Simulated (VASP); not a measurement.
# Ba₈S₇: saddle point by the improved dimer method

Ba₈S₇, defect, 15 atoms in the cell. PBE, improved dimer method; PAW potentials Ba_sv, S (PBE set).

Path: a S atom hops into a neighbouring S vacancy; Length of the hop (Å): 4.517; Charge of the cell: 2; Atoms free in the vibrations (from 0): 2, 4, 6, 7, 8.

## Input

INCAR.step1:
```
ALGO = Normal ; EDIFF = 1E-7
EDIFFG = -0.005 ; ENCUT = 300
IBRION = 2 ; ISIF = 2
ISMEAR = 0 ; ISYM = 0
KPAR = 4 ; LASPH = True
LCHARG = False ; LREAL = False
LWAVE = False ; NELECT = 120.0
NELM = 100 ; NSW = 100
POTIM = 0.5 ; PREC = Accurate
SIGMA = 0.05
```

INCAR.step2, as INCAR.step1 but for:
```
- EDIFF = 1E-7
- EDIFFG = -0.005
+ EDIFF = 1E-6
+ EDIFFG = -0.02
```

INCAR.step3, as INCAR.step2 but for:
```
- IBRION = 2
- ISIF = 2
- NSW = 100
- POTIM = 0.5
+ IBRION = 44
+ NSW = 300
```

INCAR.step4, as INCAR.step3 but for:
```
- EDIFF = 1E-6
- EDIFFG = -0.02
- IBRION = 44
- NSW = 300
+ EDIFF = 1E-7
+ IBRION = 5
+ NFREE = 2
+ NSW = 1
+ POTIM = 0.015
```

KPOINTS:
```
k-points
0
Gamma
  2 2 2
```

POSCAR.step1:
```
Ba8S7
1.0
    0.0000000000      6.3875000000      6.3875000000
    6.3875000000      0.0000000000      6.3875000000
    6.3875000000      6.3875000000      0.0000000000
Ba S
8 7
Direct
    0.0000000000      0.0000000000      0.0000000000
    0.0000000000      0.0000000000      0.5000000000
    0.0000000000      0.5000000000      0.0000000000
    0.0000000000      0.5000000000      0.5000000000
    0.5000000000      0.0000000000      0.0000000000
    0.5000000000      0.0000000000      0.5000000000
    0.5000000000      0.5000000000      0.0000000000
    0.5000000000      0.5000000000      0.5000000000
    0.2500000000      0.2500000000      0.7500000000
    0.2500000000      0.7500000000      0.2500000000
    0.2500000000      0.7500000000      0.7500000000
    0.7500000000      0.2500000000      0.2500000000
    0.7500000000      0.2500000000      0.7500000000
    0.7500000000      0.7500000000      0.2500000000
    0.7500000000      0.7500000000      0.7500000000
```

POSCAR.step2:
```
Ba8S7
1.0
    0.0000000000      6.3875000000      6.3875000000
    6.3875000000      0.0000000000      6.3875000000
    6.3875000000      6.3875000000      0.0000000000
Ba S
8 7
Direct
    0.0000000000      0.0000000000      0.0000000000
    0.0000000000      0.0000000000      0.5000000000
    0.0000000000      0.5000000000      0.0000000000
    0.0000000000      0.5000000000      0.5000000000
    0.5000000000      0.0000000000      0.0000000000
    0.5000000000      0.0000000000      0.5000000000
    0.5000000000      0.5000000000      0.0000000000
    0.5000000000      0.5000000000      0.5000000000
    0.2500000000      0.2500000000      0.2500000000
    0.2500000000      0.7500000000      0.2500000000
    0.2500000000      0.7500000000      0.7500000000
    0.7500000000      0.2500000000      0.2500000000
    0.7500000000      0.2500000000      0.7500000000
    0.7500000000      0.7500000000      0.2500000000
    0.7500000000      0.7500000000      0.7500000000
```

POSCAR.step3:
```
Ba8S7                                   
1.0
    0.0000000000      6.3875000000      6.3875000000
    6.3875000000      0.0000000000      6.3875000000
    6.3875000000      6.3875000000      0.0000000000
Ba S
8 7
Direct
    0.9876229118      0.0020128800      0.9872023371
    0.9939089177      0.9935509850      0.4887760037
    0.9587678780      0.5385230191      0.9817634855
    0.9853484783      0.5135473742      0.4882466282
    0.5404197137      0.9562765176      0.9841068936
    0.5102435964      0.9890094847      0.4826510241
    0.5041569983      0.5077839809      0.9793196627
    0.5034802724      0.5066111276      0.4810538858
    0.2541609687      0.2518980063      0.9807294560
    0.2513343023      0.7469328937      0.2335393112
    0.2525884572      0.7550460174      0.7278131516
    0.7456883535      0.2515386502      0.2359132202
    0.7591196256      0.2427468484      0.7297143473
    0.7540227840      0.7481707067      0.2336585124
    0.7491717653      0.7509100017      0.7275329540

   -0.0485536268     -0.0485535211     -0.0286880704
   -0.0485534590     -0.0485534289      0.0286849870
   -0.0198652983     -0.0198684944      0.0000000554
   -0.0772386434     -0.0772416032     -0.0000000983
   -0.0198683546     -0.0198654554      0.0000001226
   -0.0772417172     -0.0772385711     -0.0000000388
   -0.0485534083     -0.0485535557     -0.0286850482
   -0.0485534342     -0.0485534619      0.0286880644
    0.6797486649      0.6797487592     -0.0000000602
   -0.0485535987     -0.0485534272     -0.0000000731
   -0.0485534410     -0.0485534668      0.0000000518
   -0.0485536040     -0.0485534565     -0.0000001357
   -0.0485533130     -0.0485536748      0.0000002356
   -0.0485531779     -0.0485531757      0.0000000123
   -0.0485535885     -0.0485534664     -0.0000000044
```

POSCAR.step4:
```
Ba8S7
1.0
    0.0000000000      6.3875000000      6.3875000000
    6.3875000000      0.0000000000      6.3875000000
    6.3875000000      6.3875000000      0.0000000000
Ba S
8 7
Selective dynamics
Direct
    0.0046546382      0.0051596731      0.9973066272  F F F
    0.0049674790      0.0048861245      0.4587383988  F F F
    0.9360232668      0.5488301045      0.9906772132  T T T
    0.9930927429      0.5076136070      0.4823069131  F F F
    0.5490471373      0.9368646137      0.9898712605  T T T
    0.5070850446      0.9931115424      0.4831940455  F F F
    0.4875673252      0.4876969272      0.9676570421  T T T
    0.4873172036      0.4879242546      0.5230319736  T T T
    0.2748997845      0.2753694252      0.9577297439  T T T
    0.2655212873      0.7190785320      0.2404969279  F F F
    0.2330625996      0.7883625425      0.7224004398  F F F
    0.7184860488      0.2653753362      0.2411494680  F F F
    0.7882856468      0.2337156233      0.7218082315  F F F
    0.7496832034      0.7505880563      0.2609888457  F F F
    0.7503416151      0.7499821310      0.7046637427  F F F
```

POSCAR.step5:
```
Ba8S7
1.0
    0.0000000000      6.3875000000      6.3875000000
    6.3875000000      0.0000000000      6.3875000000
    6.3875000000      6.3875000000      0.0000000000
Ba S
8 7
Selective dynamics
Direct
    0.9999999832      0.0000000442      0.9999999859  F F F
    0.9901534294      0.9901534736      0.5098465234  F F F
    0.9901534741      0.5098464828      0.9901534852  T T T
    0.9901534935      0.5098465204      0.5098465541  F F F
    0.5098465211      0.9901534626      0.9901534523  T T T
    0.5098465360      0.9901535004      0.5098465418  F F F
    0.5098465578      0.5098465420      0.9901534603  T T T
    0.5000000035      0.4999999806      0.5000000115  T T T
    0.2500000067      0.2500000011      0.7499999908  T T T
    0.2499999997      0.7500000113      0.2499999948  F F F
    0.2500000019      0.7499999984      0.7499999934  F F F
    0.7500000000      0.2500000022      0.2499999991  F F F
    0.7500000027      0.2500000035      0.7499999889  F F F
    0.7499999980      0.7500000019      0.2499999958  F F F
    0.7499999925      0.7499999750      0.7500000227  F F F
```

Commands (each step's output is kept before the next begins):
```
cat potpaw_PBE.64/Ba_sv/POTCAR potpaw_PBE.64/S/POTCAR > POTCAR
cp INCAR.step1 INCAR
cp POSCAR.step1 POSCAR
mpirun -np 8 vasp_std > vasp.out
cp INCAR.step2 INCAR
cp POSCAR.step2 POSCAR
mpirun -np 8 vasp_std > vasp.out
# the block under the positions in POSCAR is the starting axis: the straight line between the two relaxed ends
cp INCAR.step3 INCAR
cp POSCAR.step3 POSCAR
mpirun -np 8 vasp_std > vasp.out
# POSCAR: the saddle point
cp INCAR.step4 INCAR
cp POSCAR.step4 POSCAR
mpirun -np 8 vasp_std > vasp.out
# POSCAR: the relaxed minimum
cp POSCAR.step5 POSCAR
mpirun -np 8 vasp_std > vasp.out
```

## Result

- Barrier (eV): 1.312
- Barrier with zero-point energies (eV): 1.307
- Imaginary frequency (cm⁻¹): 70
- Imaginary modes at the saddle: 1
- Attempt frequency (THz): 8.2
- Force evaluations of the dimer: 120
- Largest force left (eV/Å): 0.0073
- Ionic steps, all stages: 188
- Electronic steps, all stages: 1253

Vibrations (cm⁻¹; a negative value is imaginary):

| Mode | Minimum | Saddle |
|---|---|---|
| 1 | 181 | 342 |
| 2 | 170 | 171 |
| 3 | 153 | 110 |
| 4 | 120 | 108 |
| 5 | 109 | 101 |
| 6 | 109 | 100 |
| 7 | 106 | 99 |
| 8 | 93 | 78 |
| 9 | 92 | 75 |
| 10 | 81 | 74 |
| 11 | 80 | 74 |
| 12 | 73 | 63 |
| 13 | 72 | 55 |
| 14 | 69 | 46 |
| 15 | 68 | -70 |

Harmonic rate, classical:

| Temperature (K) | Jumps per second |
|---|---|
| 300 | 7.6e-10 |
| 600 | 79 |
| 900 | 3.7e+05 |

The cell is BaS (16 atoms) with one S atom missing.

Limits: the cell holds 15 atoms, so the vacancy or interstitial meets its own images and the barrier isn't that of a lone defect; the cell is charged against a uniform background; the barrier compares two equally charged cells; the attempt frequency counts the hopping atom and the four atoms nearest to it, while all others are held.

VASP 6.6.1 took 1911 s on 8 cores (AMD EPYC 9R45 (Zen 5)), a shared host.
